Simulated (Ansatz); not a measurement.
SiC (Moissanite 6H) under changes of volume

One of the cells (10.487 Å³/atom); the others are scaled copies at fixed shape and fractional positions:

```xyz
12
Lattice="3.0950 0.0000 0.0000 -1.5475 2.6803 0.0000 0.0000 0.0000 15.1700" Properties=species:S:1:pos:R:3 pbc="T T T"
Si    1.5475    0.8934    6.9524
Si    0.0000    1.7869   14.5374
Si    1.5475    0.8934   12.0101
Si    0.0000    1.7869    4.4251
Si    0.0000    0.0000    9.4812
Si    0.0000    0.0000    1.8962
C     1.5475    0.8934    5.0562
C     0.0000    1.7869   12.6412
C     1.5475    0.8934   10.1138
C     0.0000    1.7869    2.5288
C     0.0000    0.0000    7.5850
C     0.0000    0.0000    0.0000
```

| Quantity | Value |
| --- | --- |
| Program | Ansatz 0.2.0 |
| Functional | revPBE |
| Potentials or basis | Ansatz PAW |
| Cutoff | 420 eV (not typed: the program's choice for these potentials) |
| k mesh | 10 × 10 × 2 |
| Occupations | fermi-dirac, width 0.05 eV |
| Spin | no spin polarisation |

```tsv
volume (Å³/atom)	energy over the lowest point (meV/atom)	pressure (GPa)	gap on the mesh (eV)	largest force (eV/Å)
9.858	39.42	17.8	2.01	0.152
10.068	?	?	?	?
10.277	7.10	7.2	2.03	0.144
10.487	0.68	2.6	2.03	0.141
10.697	0.00	-1.5	2.04	0.138
10.907	4.49	-5.3	2.04	0.135
11.116	13.68	-8.7	2.05	0.132
```

Q: What does the run at 10.068 Å³/atom give?

A: Energy over the lowest point 19.79 meV/atom; pressure 12.3 GPa; gap on the mesh 2.02 eV; largest force 0.148 eV/Å.

Worked out: A Birch-Murnaghan fit of order 3 (a polynomial in V^(-2/3)) to the other rows has its minimum at 10.62 Å³/atom with B0 = V·E''(V) = 208 GPa and B' = 3.9 at fixed shape and positions, which overstates the stiffness. It gives 19.76 meV/atom at 10.068 Å³/atom, against the run's 19.79, and -dE/dV = 12.3 GPa, against 12.3. A straight line through the other rows of the gap, of slope 0.307 eV per unit of ln V, gives 2.02 eV, against the run's 2.02.

Energies are extrapolated to zero smearing.

Caveats: the PAW data sets come from PBE, with cores solved anew for the run's functional, which leaves a small shift of forces and pressure.

A mesh can miss the band edges.
